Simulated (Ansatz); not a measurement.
# MnS (P6_3mc) in Ansatz: notebook

Runs on MnS. Level: PBEsol+U. Tasks: projected density of states.

Everything below comes from runs of Ansatz 0.2.0. Logs are shortened: lines on timing, memory, paths and dates and some standing lists are left out, and cuts for length are marked.

## (1) Starting point

It takes space group P6_3mc (No. 186, hexagonal). The conventional cell has a = 3.954 Å, b = 3.954 Å, c = 6.343 Å, α = 90.00°, β = 90.00°, γ = 120.00°. Mn (site symmetry 3m) has 4 S at 2.36 to 2.42 Å as nearest neighbours. Around S (site symmetry 3m) lie 4 Mn at 2.36 to 2.42 Å.

The cell is a database's computed one.

## (2) Projected density of states, PBEsol+U, collinear spin, ferromagnetic start

input.yaml reads:

```yaml
crystal:
  lattice:
    - [3.9535769233, 0.0, 0.0]
    - [-1.9767884617, 3.4238980514, 0.0]
    - [0.0, 0.0, 6.34252886]
  atoms:
    - { symbol: Mn, position: [0.6666666667, 0.3333333333, 0.49884467], spin: 4.0 }
    - { symbol: Mn, position: [0.3333333333, 0.6666666667, 0.99884467], spin: 4.0 }
    - { symbol: S, position: [0.3333333333, 0.6666666667, 0.6261543] }
    - { symbol: S, position: [0.6666666667, 0.3333333333, 0.1261543] }
hamiltonian:
  xc: pbesol
  pseudopotentials: { kind: paw }
  hubbard: { sites: [{ species: Mn, l: d, u_eff: 5.0 }] }
magnetization:
  spin_polarized: true
kpoints:
  mp_grid: { grid: [8, 8, 4] }
scf:
  occupations: { method: fermi_dirac, width: 0.05 }
  n_extra_bands: 10
output:
  forces: true
  stress: true
  eigenvalues: true
  dos: { projected: true, de: 0.05, nscf_kmesh: { grid: [12, 12, 6] } }
```

Potentials or basis: Ansatz PAW.

Run with:

```console
ansatz run input.yaml --threads 2 --pin off --max-ram 5632MiB --backend cpu --events-out ev --progress --plain --runs-dir out
```

Output:

```text
Warning: RAYON_NUM_THREADS=2 ignored (pool sized by the plan → 2); use --threads N
Mn: projections on atomic orbitals take those of the free atom [Ne] 3s2 3p6 3d5 4s2, of charge +0.00 (hamiltonian.pseudopotentials.projection_atoms); the dataset's partial waves leave at most 9.0e-7 of an orbital's norm unspanned inside its sphere
S: projections on atomic orbitals take those of the free atom [Ne] 3s2 3p4, of charge +0.00 (hamiltonian.pseudopotentials.projection_atoms); the dataset's partial waves leave at most 1.6e-7 of an orbital's norm unspanned inside its sphere
scf.n_extra_bands = 10 over 21 filled bands (N_el = 42.0): the run solves 31 bands
Engine: ansatz 0.2.0, x86_64-unknown-linux-gnu
Pseudopotentials: kind: paw
Pseudopotential: Mn, paw, valence charge 15, recommended cutoff 420 eV (normal), Mn.paw.azcp
Pseudopotential: S, paw, valence charge 6, recommended cutoff 420 eV (normal), S.paw.azcp
Functional definition: PBEsol
  exchange = pbesol_x
  correlation = pbesol_c
Crystal: 4 atoms, lattice volume = 85.857 Å³
Basis set: ecut = 420 eV, 1725 PW (Γ), exchange–correlation on 54×54×90 points (8 copies of the dense FFT grid, shifted against one another)
Bands: 31, of which v1, the nominal top of the filled ones, is band 21 counted from 1 (20 counted from 0)
Symmetry: 12 space group operations
Space group: P63mc (ITA 186), of the structure as read, at distance tolerance 4.4e-5 Å
Magnetic group: BNS 186.203 (UNI 1433), of the structure as read, at distance tolerance 4.4e-5 Å
k-points: 30 of 256 (time reversal used)
Non-local potential: Mn, projectors of the file, l = 0: 3, l = 1: 2, l = 2: 3, l = 3: 1
Non-local potential: S, projectors of the file, l = 0: 2, l = 1: 2, l = 2: 2
PAW form: soft (Blöchl's): semilocal exchange-correlation on the pseudo side does not see the compensation charge
PAW frozen core: Mn, regenerated for the run's functional, and the local potential with it (the file was generated under x = pbe(κ = 0.804, μ = 0.2195149727645171), c = pbe(β = 0.06672455060314922))
PAW frozen core: S, regenerated for the run's functional, and the local potential with it (the file was generated under x = pbe(κ = 0.804, μ = 0.2195149727645171), c = pbe(β = 0.06672455060314922))
PAW one-centre angular grid: Mn, 590 points (default); XC on 64 Gauss nodes
PAW one-centre angular grid: S, 110 points (default); XC on 64 Gauss nodes
Initial density: superposition of atomic densities (chi_scale 0.1, normalization cell, long waves kept (reshape's long-wave potential 0.00 eV rms))
Starting moments: Σ|m| = 8 μB on 2 of 4 sites
Initial wavefunctions: pseudopotential atomic-orbital guess
Functional: x = pbesol(κ = 0.804, μ = 0.12345679012345678), c = pbesol(β = 0.046)
[... 19 lines left out ...]
NSCF: frozen V_eff on 76 k-points
SCF converged after 12 iterations
Magnetization: 10.0000 μB (26.0000 up, 16.0000 down)
Absolute magnetization: 10.0000 μB (∫|ρ↑−ρ↓|, with the PAW one-centre terms)
Spin contamination: 0.0286 ħ² per cell (⟨S²⟩ above its minimum at these occupations)
Per-site moments (μB) at R_I (Å): [(4.314480813596861, 0.9750672638722446), (4.314480813596862, 0.9750672638722446), (0.0349385607591491, 0.9750672638722446), (0.034938560759150354, 0.9750672638722446)]
Free energy (F): -9506.910756 eV
Harris-Foulkes:  -9506.910756 eV  (|F-HF|=1.50e-7)
Internal energy: -9506.910756 eV  (E = F + TS)
E sigma→0 (E₀):  -9506.910756 eV
Fermi energy:    8.040551 eV
--- Per-component energies (eV) ---
  E_band       = -735.397714
  E_kinetic    = 809.655156
  E_local      = -5552.265615  (includes V_loc(G=0)·N_el)
  E_nonlocal   = 563.832878
  E_hartree    = 2272.141157
  E_xc         = -412.519733
  E_vxc        = -457.593690  (∫ρ·V_xc dr)
  E_hubbard    = 1.326664  (on-site DFT+U / exact-exchange correction)
  E_vhub       = -23.457510  (the Hubbard potential's part of the band-sum identity)
  E_paw        = -3720.063587  (= ΣΔE_a)
  E_vpaw       = -619.849348  (= ΣTr[D̂ρ^β])
  E_aug_tail   = -0.000017  (compensation charges beyond the density's cutoff)
  E_ewald      = -3469.480858
  E_core_change = 0.463199  (= ΣΔE_core)
  E_smearing   = -0.000000  (= −TS)
  E_closure    = 0.000000  (closes the sum)
  Σ components = -9506.910756   (vs F -9506.910756, Δ=0.00e0)
--- Forces (eV/Å), atoms counted from 1 ---
  atom   1  Mn     0.00000000    -0.00000000     0.34831257
  atom   2  Mn     0.00000000     0.00000000     0.34831257
  atom   3  S     -0.00000000     0.00000000    -0.34824475
  atom   4  S     -0.00000000    -0.00000000    -0.34824475
  max |Σ_I F_I| component: 1.36e-4 eV/Å
--- Stress (GPa, compression-positive) ---
        3.997142       0.000000       0.000000
        0.000000       3.997142       0.000000
        0.000000       0.000000       7.100504
  P = ⅓ Tr σ = 5.0316 GPa (50.316 kbar)
--- Band table (eV; the first three rows and the last of 60) ---
  k-point 0 ↑: bands = ["-74.5261", "-74.5261", "-43.3913", "-43.3913", "-43.3906", "-43.3906", "-43.3874", "-43.3835", "-6.1790", "-5.5263", "0.6753", "0.7337", "0.7337", "0.8976", "0.8976", "1.4876", "1.4876", "1.6424", "1.7389", "1.7389", "2.2657", "6.2140", "6.2140", "7.2702", "7.3186", "7.3186", "8.7074", "10.2623", "13.2620", "13.2620", "13.7862"]
  k-point 1 ↑: bands = ["-74.5261", "-74.5261", "-43.3912", "-43.3912", "-43.3907", "-43.3907", "-43.3869", "-43.3841", "-6.0851", "-5.6225", "0.6545", "0.7442", "0.7442", "0.8595", "0.8595", "1.0547", "1.5377", "1.5377", "1.7163", "1.7163", "3.3061", "6.3206", "6.3637", "6.3637", "7.1435", "7.1435", "9.5657", "10.3082", "13.3175", "13.3175", "13.3297"]
  k-point 2 ↑: bands = ["-74.5261", "-74.5261", "-43.3910", "-43.3910", "-43.3910", "-43.3910", "-43.3855", "-43.3855", "-5.8550", "-5.8550", "0.7038", "0.7038", "0.7885", "0.7885", "0.7885", "0.7885", "1.6403", "1.6403", "1.6403", "1.6403", "4.8302", "4.8302", "6.7410", "6.7410", "6.7410", "6.7410", "10.2918", "10.2918", "13.3615", "13.3615", "13.6109"]
  k-point 29 ↓: bands = ["-69.6460", "-69.6460", "-38.5936", "-38.5936", "-38.5916", "-38.5916", "-38.5893", "-38.5893", "-4.9884", "-4.9884", "2.8197", "2.8197", "3.7405", "3.7405", "4.8511", "4.8511", "9.7224", "9.7224", "10.2295", "10.2295", "10.8326", "10.8326", "10.9103", "10.9103", "11.3527", "11.3527", "13.5020", "13.5020", "14.3674", "14.3674", "15.0116"]
Occupation matrices written to <dir>
```

occupation_matrices:

```text
# The occupation matrices of the corrected shells as a run of Ansatz 0.0.0 ended. An entry of
# hamiltonian.hubbard.sites starts from them by `starting_ns: <path of this file>`, where that key's refused
# combinations let it.
# Free energy -9506.910756 eV.
# projection_atom_Mn: [Ne] 3s2 3p6 3d5 4s2
[... 40 lines left out ...]
  site1_d_down:
    matrix:
      - [0.07280500348708367, 1.2880205240754182e-18, -2.7112696272511767e-18, 9.139708355057522e-18, 1.3494719022432019e-18]
      - [1.2699504878673265e-18, 0.03838023001372102, -1.4860829471766953e-18, -4.4527886425251713e-13, 0.020327710013346878]
      - [-2.7474096996673605e-18, -6.006511729801999e-19, 0.038380230013721026, 0.020327710013346885, 4.4528053251359437e-13]
      - [8.995148065392789e-18, -4.452790449528792e-13, 0.020327710013346885, 0.05090881359897878, -1.5015709135707085e-18]
      - [1.3856119746593852e-18, 0.020327710013346878, 4.452806409338116e-13, -1.682271275651626e-18, 0.050908813598978774]
```

It took 21 s on 2 threads of AMD EPYC 7R43 (Zen 3), shared host; peak memory 0.59 GiB.

Results:

* Free energy: -9506.9108 eV
* Pressure: 5.0 GPa
* Largest force: 0.348 eV/Å
* Band gap on the k mesh: 1.39 eV, direct
* Net moment: 10.00 μB per cell
* Absolute moment: 10.00 μB per cell
* Site moments: Mn +4.31; S +0.03 μB

Forces in eV/Å, atoms in the order of the input:
```
Mn   0.000  0.000  0.348
Mn   0.000  0.000  0.348
S    0.000  0.000 -0.348
S    0.000  0.000 -0.348
```

Stress tensor (GPa, compression positive):
```
4.00 0.00 0.00
0.00 4.00 0.00
0.00 0.00 7.10
```

Levels at points of the mesh, in eV from the valence-band top:
Spin up:
| k point | band 24 | band 25 | band 26 | band 27 | band 28 | band 29 |
| --- | --- | --- | --- | --- | --- | --- |
| (0.00, 0.00, 0.00) | -0.05 | 0.00 | 0.00 | 1.39 | 2.94 | 5.94 |
| (0.00, 0.00, -0.50) | -0.58 | -0.58 | -0.58 | 2.97 | 2.97 | 6.04 |
| (0.00, -0.50, 0.00) | -2.67 | -1.73 | -0.99 | 3.63 | 3.94 | 4.58 |
| (0.00, -0.50, -0.50) | -1.83 | -1.70 | -1.70 | 3.24 | 3.24 | 5.32 |
Spin down:
| k point | band 13 | band 14 | band 15 | band 16 | band 17 | band 18 | band 19 | band 20 |
| --- | --- | --- | --- | --- | --- | --- | --- | --- |
| (0.00, 0.00, 0.00) | -2.52 | -2.42 | -2.40 | -2.40 | 2.33 | 2.65 | 2.91 | 2.91 |
| (0.00, 0.00, -0.50) | -2.46 | -2.46 | -2.46 | -2.46 | 3.26 | 3.26 | 3.26 | 3.26 |
| (0.00, -0.50, 0.00) | -3.62 | -2.88 | -2.87 | -2.47 | 1.98 | 2.26 | 2.77 | 3.15 |
| (0.00, -0.50, -0.50) | -2.76 | -2.76 | -2.69 | -2.69 | 2.29 | 2.29 | 3.10 | 3.10 |

States per cell in windows of 0.5 eV (zero at the valence-band top; states under -8 eV left out):
| from (eV) | up | down | Mn 3d up | Mn 3d down | S 3p down | S 3p up | Mn 4s up | Mn 4s down |
| --- | --- | --- | --- | --- | --- | --- | --- | --- |
| -8.0 | 0.00 | 0.00 | 0.00 | 0.00 | 0.00 | 0.00 | 0.00 | 0.00 |
| -7.5 | 0.00 | 0.00 | 0.00 | 0.00 | 0.00 | 0.00 | 0.00 | 0.00 |
| -7.0 | 1.65 | 0.00 | 1.24 | 0.00 | 0.00 | 0.35 | 0.05 | 0.00 |
| -6.5 | 3.71 | 0.00 | 3.06 | 0.00 | 0.00 | 0.59 | 0.05 | 0.00 |
| -6.0 | 3.26 | 0.00 | 3.10 | 0.00 | 0.00 | 0.12 | 0.02 | 0.00 |
| -5.5 | 1.31 | 0.00 | 1.15 | 0.00 | 0.00 | 0.07 | 0.04 | 0.00 |
| -5.0 | 0.16 | 0.41 | 0.09 | 0.01 | 0.33 | 0.05 | 0.01 | 0.06 |
| -4.5 | 0.77 | 1.20 | 0.23 | 0.05 | 0.96 | 0.38 | 0.12 | 0.17 |
| -4.0 | 0.58 | 0.56 | 0.16 | 0.03 | 0.47 | 0.32 | 0.05 | 0.04 |
| -3.5 | 0.49 | 0.95 | 0.11 | 0.07 | 0.83 | 0.31 | 0.03 | 0.03 |
| -3.0 | 0.68 | 2.20 | 0.13 | 0.23 | 1.91 | 0.48 | 0.02 | 0.01 |
| -2.5 | 0.75 | 0.68 | 0.12 | 0.10 | 0.57 | 0.56 | 0.02 | 0.00 |
| -2.0 | 0.98 | 0.00 | 0.15 | 0.00 | 0.00 | 0.76 | 0.01 | 0.00 |
| -1.5 | 0.98 | 0.00 | 0.15 | 0.00 | 0.00 | 0.78 | 0.01 | 0.00 |
| -1.0 | 0.50 | 0.00 | 0.08 | 0.00 | 0.00 | 0.40 | 0.00 | 0.00 |
| -0.5 | 0.18 | 0.00 | 0.03 | 0.00 | 0.00 | 0.15 | 0.00 | 0.00 |
| 0.0 | 0.00 | 0.00 | 0.00 | 0.00 | 0.00 | 0.00 | 0.00 | 0.00 |
| 0.5 | 0.00 | 0.00 | 0.00 | 0.00 | 0.00 | 0.00 | 0.00 | 0.00 |
| 1.0 | 0.00 | 0.00 | 0.00 | 0.00 | 0.00 | 0.00 | 0.00 | 0.00 |
| 1.5 | 0.01 | 0.00 | 0.00 | 0.00 | 0.00 | 0.00 | 0.00 | 0.00 |
| 2.0 | 0.03 | 1.31 | 0.00 | 0.97 | 0.01 | 0.00 | 0.01 | 0.03 |
| 2.5 | 0.06 | 1.44 | 0.00 | 1.15 | 0.02 | 0.01 | 0.03 | 0.05 |
| 3.0 | 0.35 | 2.31 | 0.00 | 1.96 | 0.04 | 0.04 | 0.14 | 0.07 |
| 3.5 | 0.62 | 2.61 | 0.00 | 2.32 | 0.08 | 0.06 | 0.19 | 0.04 |
| 4.0 | 0.64 | 2.05 | 0.01 | 1.67 | 0.17 | 0.06 | 0.16 | 0.05 |
| 4.5 | 0.34 | 0.68 | 0.00 | 0.40 | 0.09 | 0.04 | 0.08 | 0.10 |
| 5.0 | 0.84 | 0.53 | 0.00 | 0.13 | 0.05 | 0.09 | 0.16 | 0.18 |
| 5.5 | 0.88 | 0.65 | 0.00 | 0.15 | 0.04 | 0.08 | 0.14 | 0.15 |
| 6.0 | 0.51 | 0.49 | 0.00 | 0.09 | 0.04 | 0.03 | 0.05 | 0.09 |
| 6.5 | 0.67 | 0.98 | 0.00 | 0.13 | 0.08 | 0.04 | 0.06 | 0.15 |
| 7.0 | 0.05 | 0.96 | 0.00 | 0.10 | 0.07 | 0.00 | 0.01 | 0.12 |
| 7.5 | 0.01 | 0.83 | 0.00 | 0.06 | 0.04 | 0.00 | 0.00 | 0.08 |

Eigenvalues of the final occupation matrices:
```
  site  spin  trace               eigenvalues
site 1     1   4.97  0.99 0.99 0.99 1.00 1.00
site 1     2   0.25  0.02 0.02 0.07 0.07 0.07
site 2     1   4.97  0.99 0.99 0.99 1.00 1.00
site 2     2   0.25  0.02 0.02 0.07 0.07 0.07
```

Caveat: the magnetic or orbital state may not be the lowest; only a ferromagnetic start was run, and an antiferromagnetic order may lie lower in energy; the PAW data sets come from PBE, with cores solved anew for the run's functional, which leaves a small shift of forces and pressure; the density of states is complete only up to the lowest level of the last band computed. The state reached can hang on the start; a lower one may exist.

## (3) Projected density of states, PBEsol+U, collinear spin, ferromagnetic start

input.yaml, as its differences from that of step 2:

```diff
@@ -13,3 +13,3 @@
   pseudopotentials: { kind: paw }
-  hubbard: { sites: [{ species: Mn, l: d, u_eff: 5.0 }] }
+  hubbard: { sites: [{ species: Mn, l: d, u_eff: 6.0 }] }
 magnetization:
```

Potentials or basis: Ansatz PAW.

Run with:

```console
ansatz run input.yaml --threads 2 --pin off --max-ram 5632MiB --backend cpu --events-out ev --progress --plain --runs-dir out
```

Run time: 25 s. Hardware: 2 threads of AMD EPYC 7R43 (Zen 3), shared host; peak memory 0.59 GiB.

The run converged. Its results:

```yaml
Free_energy: -9506.6580 eV
Pressure: 5.8 GPa
Largest_force: 0.361 eV/Å
Band_gap_on_the_k_mesh: 1.47 eV, direct
Net_moment: 10.00 μB per cell
Absolute_moment: 10.00 μB per cell
Site_moments: Mn +4.34; S +0.02 μB
```

Forces in eV/Å, atoms in the order of the input:
```
Mn   0.000  0.000  0.361
Mn   0.000  0.000  0.361
S    0.000  0.000 -0.361
S    0.000  0.000 -0.361
```

Stress tensor (GPa, compression positive):
```
4.76 0.00 0.00
0.00 4.76 0.00
0.00 0.00 7.99
```

Levels at points of the mesh, in eV from the valence-band top:
Spin up:
```
             k point  band 23  band 24  band 25  band 26  band 27  band 28  band 29  band 30
  (0.00, 0.00, 0.00)    -1.09    -0.05     0.00     0.00     1.47     3.01     6.01     6.01
 (0.00, 0.00, -0.50)    -0.57    -0.57    -0.57    -0.57     3.05     3.05     6.12     6.12
 (0.00, -0.50, 0.00)    -3.39    -2.63    -1.74    -0.97     3.69     4.01     4.65     6.49
(0.00, -0.50, -0.50)    -1.82    -1.82    -1.69    -1.69     3.31     3.31     5.39     5.39
```
Spin down:
| k point | band 13 | band 14 | band 15 | band 16 | band 17 | band 18 | band 19 | band 20 |
| --- | --- | --- | --- | --- | --- | --- | --- | --- |
| (0.00, 0.00, 0.00) | -2.38 | -2.26 | -2.23 | -2.23 | 2.40 | 2.97 | 3.40 | 3.40 |
| (0.00, 0.00, -0.50) | -2.31 | -2.31 | -2.31 | -2.31 | 3.74 | 3.74 | 3.76 | 3.76 |
| (0.00, -0.50, 0.00) | -3.53 | -2.79 | -2.76 | -2.33 | 2.36 | 2.62 | 3.23 | 3.58 |
| (0.00, -0.50, -0.50) | -2.64 | -2.64 | -2.57 | -2.57 | 2.60 | 2.60 | 3.53 | 3.53 |

States per cell in windows of 1 eV (zero at the valence-band top; states under -8 eV left out):
```tsv
from (eV)	up	down	Mn 3d up	Mn 3d down	S 3p down	S 3p up	Mn 4s up	Mn 4s down
-8.0	0.77	0.00	0.62	0.00	0.00	0.13	0.02	0.00
-7.0	7.89	0.00	7.11	0.00	0.00	0.67	0.07	0.00
-6.0	1.34	0.00	1.15	0.00	0.00	0.07	0.04	0.00
-5.0	0.98	1.53	0.19	0.05	1.23	0.57	0.18	0.22
-4.0	1.02	1.44	0.18	0.08	1.24	0.66	0.08	0.07
-3.0	1.42	3.03	0.19	0.32	2.65	1.10	0.04	0.02
-2.0	1.95	0.00	0.24	0.00	0.00	1.59	0.02	0.00
-1.0	0.62	0.00	0.08	0.00	0.00	0.52	0.00	0.00
0.0	0.00	0.00	0.00	0.00	0.00	0.00	0.00	0.00
1.0	0.01	0.00	0.00	0.00	0.00	0.00	0.00	0.00
2.0	0.08	1.62	0.00	1.11	0.02	0.01	0.04	0.06
3.0	0.94	3.78	0.01	3.05	0.06	0.09	0.31	0.15
4.0	1.00	4.58	0.01	3.89	0.23	0.10	0.24	0.12
5.0	1.71	1.42	0.01	0.58	0.13	0.18	0.30	0.33
6.0	1.20	1.49	0.00	0.30	0.12	0.07	0.12	0.24
7.0	0.07	1.87	0.00	0.21	0.12	0.00	0.01	0.21
```

Eigenvalues of the final occupation matrices:
```csv
site,spin,trace,eigenvalues
site 1,1,4.97,0.99 0.99 0.99 1.00 1.00
site 1,2,0.23,0.02 0.02 0.06 0.06 0.07
site 2,1,4.97,0.99 0.99 0.99 1.00 1.00
site 2,2,0.23,0.02 0.02 0.06 0.06 0.07
```

Caveat: the magnetic or orbital state may not be the lowest; only a ferromagnetic start was run, and an antiferromagnetic order may lie lower in energy; the PAW data sets come from PBE, with cores solved anew for the run's functional, which leaves a small shift of forces and pressure; the density of states is complete only up to the lowest level of the last band computed. The state reached can hang on the start; a lower one may exist.

(Part 1 of 2 ends here.)
